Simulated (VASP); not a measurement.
O:

```xyz
2
Lattice="2.7015 -1.7145 0.0000 2.7015 1.7145 0.0000 -1.9650 0.0000 3.7480" Properties=species:S:1:pos:R:3 pbc="T T T"
O     0.0451    0.0000    0.5734
O     3.3929    0.0000    3.1745
```

Base run:

```yaml
Program: VASP 6.6.1
Functional: PBE
Potentials_or_basis: VASP PAW PBE potentials, release 64 (O)
Cutoff: 520 eV
k_mesh: 6 × 6 × 4
Occupations: gaussian, width 0.1 eV
Spin: collinear spin, twin_end start
Starting_moments: "[0.56, 0.56] μB"
```

Its results: band gap on the k mesh 1.04 eV, indirect (least direct gap 1.21 eV); pressure 15.5 GPa; largest force 8.229 eV/Å.

**Question.** The run is repeated on the same cell with these changes: spin from collinear spin, twin_end start to no spin polarisation; further incar settings from ALGO = Normal; EDIFF = 1e-06; NBANDS = 17 to ALGO = Fast; EDIFF = 1e-06; NBANDS = 13. What comes out?

**Answer.** Band gap on the k mesh none (metal or under the smearing width); pressure 11.1 GPa; largest force 8.007 eV/Å.

Caveats: some runs use coarse meshes; the standard files for N, O and F lose accuracy on very short bonds; forces of over 1 eV/Å show positions far from the minimum, so gaps and moduli don't describe the material at rest; so large a pressure means that the cell lies far from this level's equilibrium, or that cutoff or potentials fall short (some runs); spin is off for a triplet molecule (some runs).

A k mesh can miss the band edges.
